## Question

Seven late transition metals, all close-packed in nature, are placed on the open structure of beta-tin and relaxed with r2SCAN. The energy over elements is the cost per atom of the change from the ordinary metal to this structure. The value for platinum is hidden.

Transition metals of groups 8 to 11 in the beta-tin structure (space group 141), with cell and atoms relaxed within its symmetry. Ansatz 0.2.0, r2SCAN, scalar-relativistic plane-wave PAW, cutoff 500 eV, Gaussian smearing 0.1 eV. Energies are relative to the elements' standard states; spin "none" marks runs without spin polarisation.

```tsv
element	Z	valence electrons	volume per atom (Å³)	shortest distance (Å)	spin	energy over elements (eV/atom)
Co	27	9	11.89	2.318	collinear	0.525
Ni	28	10	11.56	2.278	collinear	0.505
Cu	29	11	12.59	2.363	none	0.353
Ru	44	8	15.21	2.438	none	0.935
Rh	45	9	15.23	2.467	none	0.543
Ir	77	9	15.90	2.504	none	0.689
Pt	78	10	16.78	2.588	none	?
```

(a) Explain why the cost depends so strongly on the metal.

(b) Predict the cost for platinum, with a range.

(c) Compare the prediction with the computed value and say which step of the reasoning held.

## Model answer

### (a) What the open structure takes away

In a close-packed metal each atom touches twelve neighbours. In beta-tin it has four short contacts and two somewhat longer ones, and four more atoms follow at a clearly greater distance. The atoms draw closer along the four short contacts, which recovers part of the lost bonding but not all of it. This fits the known costs in the table, which are all positive. They come from the new arrangement of the atoms alone, since no compound is formed.

How much is lost depends on how much the d electrons bind in the first place. When atoms meet, their d levels spread into a band. The lower states of the band are bonding and the upper ones antibonding. Electrons in the lower half strengthen the metal, and those added to the upper half weaken it again. With fewer neighbours at unchanged distances the band would be narrower and both effects smaller. The shorter contacts widen it again, but they also raise the repulsion between the atoms, so the net bonding is expected to stay weaker.

Friedel's model turns this into a formula. Let the d band have width $W$ and a constant density of $10/W$ states per eV, centred on the atomic d level. Then $N$ electrons fill the band from its bottom edge at $-W/2$ up to $-W/2 + NW/10$, and their average energy is $-W/2 + NW/20$. Multiplied by $N$ and taken with the opposite sign, this gives the energy gained by bonding:

$$E_\mathrm{band} = \frac{W\,N\,(10-N)}{20}.$$

If the net loss in the open structure is a similar fraction of this energy in every metal, the cost should follow $E_\mathrm{band}$. The formula then makes two predictions. Beyond the half-filled band, each further electron lowers the cost, and at equal filling a wider band raises it.

The table shows both effects in the heavier metals. From ruthenium to rhodium one electron is added and the cost falls by 0.39 eV, a fall to which rhodium's narrower d band should also contribute. From rhodium down to iridium the number of valence electrons stays the same, but the larger 5d orbitals overlap more and the cost rises by 0.15 eV. That weaker d bonding is the cause is an argument from theory, which these energies support but do not isolate.

Copper shows what the formula leaves out. Its d shell is full, so $E_\mathrm{band}$ is zero, yet the open structure costs 0.35 eV. Some of the cost must come from elsewhere, and the s and p electrons together with the repulsion between filled shells are the natural candidates.

Cobalt and nickel need separate treatment. Both are ferromagnetic here, so exchange enters the cost as well, and a lower magnetic state may exist for either. Their difference of 0.02 eV is no safe guide to the effect of one more electron.

### (b) The prediction for platinum

Platinum has ten valence electrons. About one of them goes into the s and p states, which leaves $N = 9$. The calculated orbital populations of nickel, in the same group, support this count with about 8.8 d electrons. With a rough recalled band width of 7.0 eV,

$$E_\mathrm{band} = \frac{7.0 \times 9 \times 1}{20} = 3.15\ \text{eV}.$$

Two versions of the model were fitted to the four known metals that were computed without spin: copper, ruthenium, rhodium and iridium. Their zero moment was imposed, not found, as was platinum's. This is safe for copper, but for the others a magnetic state in this open structure was not tested, and one of lower energy would reduce the cost. Platinum took no part in either fit. If the cost is proportional to the band energy, it is

$$0.1024 \times 3.15 = 0.32\ \text{eV}.$$

If a constant is added to allow for copper's remaining cost, it is

$$0.3076 + 0.06054 \times 3.15 = 0.50\ \text{eV}.$$

The first version reproduces ruthenium, rhodium and iridium to about 0.03 eV but gives copper no cost at all. The second accommodates copper but puts rhodium 0.10 eV too high and ruthenium 0.09 eV too low. Platinum should therefore lie between the two estimates, and the midpoint is the forecast: **0.41 eV per atom, with a range of 0.26 to 0.56 eV**. In words, platinum should cost clearly less than iridium and come out near copper and nickel.

The range is a judgement, based on the gap between the two versions and on their misfits. It is not a statistical error. When each metal is left out of the second fit in turn, the typical miss is 0.27 eV, so four rows alone would justify a wider range.

### (c) The computed value

The withheld rows as computed:

```tsv
element	Z	valence electrons	volume per atom (Å³)	shortest distance (Å)	spin	energy over elements (eV/atom)
Pt	78	10	16.78	2.588	none	0.273
```

The computed cost is 0.27 eV. It falls inside the range, but only just, and the forecast is 0.14 eV too high, which is half of the computed value. Platinum does lie clearly below iridium. It does not lie near nickel, which costs almost twice as much, and it is cheaper even than copper.

The step that held is the filling of the band. From iridium to platinum the cost drops by 0.42 eV, much like the drop from ruthenium to rhodium. In both pairs one more electron enters the antibonding part of a d band. The model also explains why the relative fall is so large near the end of the series: the product $N(10-N)$ goes from 16 to 9 when $N$ rises from 8 to 9. The narrower band assumed for platinum adds to the fall, so in the model filling is the larger part of it but not all.

The step that failed is the correction taken from copper. It was meant to raise platinum above the proportional estimate of 0.32 eV, but the computed value lies slightly below that estimate. Whatever makes the open structure costly for copper did not carry over to platinum in the assumed amount.

## Remarks on the reasoning

A tempting short answer is that strongly bound metals pay more, in a fixed proportion to their cohesive energy. With rough recalled cohesive energies this rule gives platinum 0.63 eV, more than twice the computed cost. Among the known rows only ruthenium gave a clear warning, for the other five metals pay a similar share, roughly 9 to 12 % of their cohesive energy. Ruthenium and iridium are bound about equally strongly, yet ruthenium pays 0.25 eV more. Total cohesion does not tell how the d band is filled, and in the band model the filling decides much of the cost.

With platinum revealed, the table divides in a way that the forecast did not use. Ruthenium, rhodium, iridium and platinum all lie within about 0.05 eV of the proportional version. Cobalt, nickel and copper all lie well above it. A more careful answer would have trusted the three heavy metals more and copper less, because platinum resembles them in the size of its d orbitals. That is hindsight, however, and agreement in four rows does not show that the heavy metals have no other cost.

A possible reason for the division is that 3d orbitals are compact and overlap little. The s and p electrons then carry a larger share of the bonding, and a model of the d band alone sees less of the total. This is a guess. Magnetism may contribute in cobalt and nickel, but it cannot be the reason in copper.

Two limits apply to platinum in particular. Spin–orbit coupling is left out, and it matters most for the heaviest metals, so the comparison tests the model against this calculation and not directly against nature. The model's band is also a plain rectangle, whereas a real d band has peaks and valleys. When the band is nearly full, the cost depends on the few empty states at its top, where the true shape counts most.

For practical use, the energy tells how strongly a metal is driven back to its ordinary structure, not how fast it returns. The relaxations kept the symmetry of beta-tin, so a cell may rest on a saddle and collapse without any barrier. A low cost, as in platinum, therefore does not mean that the phase could be made and kept. The estimates for all rows are in the printed output below.

The open question is whether copper is expensive because its d shell is full or because it is a 3d metal. Silver and gold would separate the two: they have copper's filling but the larger d orbitals of the heavy rows. If their cost were close to zero, the proportional version would hold for heavy metals to the end of the d series; if it were close to copper's, the good agreement for platinum would have to be explained in another way.

Printed output of the fit:

```
d electrons on a Ni atom from the orbital populations: 8.849
fit of energy_over_elements on 4 rows (nonmag): coefficient of band 0.1024 +/- 0.016; rms 0.178, worst Cu -0.353, leave-one-out rms 0.181
  rows outside the fit (model, value, miss): Co 0.3603, 0.525, -0.165; Ni 0.175, 0.505, -0.33; Pt 0.3224, 0.273, 0.0494
fit of energy_over_elements on 4 rows (nonmag): constant 0.3076 +/- 0.1, coefficient of band 0.06054 +/- 0.016; rms 0.0744, worst Rh 0.0988, leave-one-out rms 0.269
  rows outside the fit (model, value, miss): Co 0.5207, 0.525, -0.00428; Ni 0.4111, 0.505, -0.0939; Pt 0.4983, 0.273, 0.225
Band term and cost:
  row  band term eV  proportional eV  with constant eV  computed eV  share of cohesive energy
   Co          3.52           0.3603            0.5207        0.525                    0.1193
   Ni          1.71            0.175            0.4111        0.505                    0.1148
   Cu             0                0            0.3076        0.353                    0.1009
   Ru          8.82           0.9028            0.8416        0.935                    0.1396
   Rh          5.52            0.565            0.6418        0.543                   0.09362
   Ir          6.96           0.7124             0.729        0.689                   0.09986
   Pt          3.15           0.3224            0.4983        0.273                   0.04707
Ru less Rh, eV/atom: 0.392
Ir less Rh, eV/atom: 0.146
Ru less Ir, eV/atom: 0.246
Rival forecast for Pt from a fixed share of cohesive energy, eV/atom: 0.6291
Forecast for Pt, midpoint of the two versions, eV/atom: 0.4104
Computed value for Pt, eV/atom: 0.273
Forecast less computed value for Pt, eV/atom: 0.1374
Computed Pt less computed Ir, eV/atom: -0.416
```
